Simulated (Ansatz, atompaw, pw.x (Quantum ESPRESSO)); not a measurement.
What a changed setting does to a pw.x run (bcc Zr)

Potential: PAW, atompaw 4.2.0.5, LDA (PW92); core [Ar] 3d10, reference 4s2 4p6 4d2 5s2 5p0; waves: 4s (bound): rc 1.95 bohr; 5s (bound): rc 2.35 bohr; 4p (bound): rc 1.90 bohr; 5p (bound, empty): rc 2.05 bohr; 4d (bound): rc 2.35 bohr; 4d channel at 4.1 Ry: rc 2.35 bohr; local part: bessel scheme, radius 2.10 bohr; core correction: smooth core density matched at 2.15 bohr; augmentation: sinc compensation charge, radius 2.05 bohr; PAW radius 2.35 bohr; waves and projectors: custom polynom vanderbiltortho.

The reference run (k-mesh 13³, cutoffs 45/450 Ry, Fermi–Dirac 0.01 Ry, mixing_beta 0.4, conv_thr 1e-9, no spin) gives 0.52 GPa at 21.346 Å³/atom, where all-electron LAPW gives -0.43 GPa. This run, with its own iteration cap, changes conv_thr to 1e-06.

```
&control
  calculation='scf', prefix='x', pseudo_dir='./', outdir='./tmp', tstress=.true., disk_io='none'
/
&system
  ibrav=0, nat=1, ntyp=1, ecutwfc=45, ecutrho=450, nbnd=14,
  occupations='smearing', smearing='fd', degauss=0.01
/
&electrons
  conv_thr=1e-06, mixing_beta=0.4, electron_maxstep=70
/
ATOMIC_SPECIES
Zr 1.0 Zr.UPF
CELL_PARAMETERS angstrom
  -1.74750665 1.74750665 1.74750665
  1.74750665 -1.74750665 1.74750665
  1.74750665 1.74750665 -1.74750665
ATOMIC_POSITIONS crystal
Zr 0.0000 0.0000 0.0000
K_POINTS automatic
13 13 13 0 0 0
```

```bash
pw.x < Zr.scf.in > Zr.scf.out
```

How does the run end?

It converges in 5 iterations; the free energy moves by +0.0 meV/atom and the pressure by +0.14 GPa.

```
Message from routine setup:
     using ibrav=0 with symmetry is DISCOURAGED, use correct ibrav instead
     lattice parameter (alat)  =       5.7198  a.u.
     unit-cell volume          =     144.0499 (a.u.)^3
     number of electrons       =        12.00
     number of Kohn-Sham states=           14
     kinetic-energy cutoff     =      45.0000  Ry
     charge density cutoff     =     450.0000  Ry
     scf convergence threshold =      1.0E-06
     Exchange-correlation= SLA PW NOGX NOGC
     number of k points=    84  Fermi-Dirac smearing, width (Ry)=  0.0100
     iteration #  1     ecut=    45.00 Ry     beta= 0.40
     total energy              =    -299.27711091 Ry
     estimated scf accuracy    <       0.01022678 Ry
     iteration #  2     ecut=    45.00 Ry     beta= 0.40
     total energy              =    -299.27750837 Ry
     estimated scf accuracy    <       0.00110248 Ry
     iteration #  3     ecut=    45.00 Ry     beta= 0.40
     total energy              =    -299.27771776 Ry
     estimated scf accuracy    <       0.00003733 Ry
     iteration #  4     ecut=    45.00 Ry     beta= 0.40
     total energy              =    -299.27772119 Ry
     estimated scf accuracy    <       0.00000167 Ry
     iteration #  5     ecut=    45.00 Ry     beta= 0.40
     the Fermi energy is    14.7282 ev
!    total energy              =    -299.27772137 Ry
     estimated scf accuracy    <       0.00000020 Ry
     smearing contrib. (-TS)   =      -0.00733667 Ry
     The total energy is F=E-TS. E is the sum of the following terms:
     one-electron contribution =     -12.38965805 Ry
     hartree contribution      =      14.17596967 Ry
     xc contribution           =     -11.85656032 Ry
     ewald contribution        =     -79.34593970 Ry
     one-center paw contrib.   =    -209.85419630 Ry
     convergence has been achieved in   5 iterations
          total   stress  (Ry/bohr**3)                   (kbar)     P=        6.62
     Message from routine punch:
     Nothing written, as per user request (disk_io='none')
```

The run took about 4.7 s on one core of a shared host (AMD EPYC 9R45 96-Core Processor, 96 threads, 376 GiB, load 28).
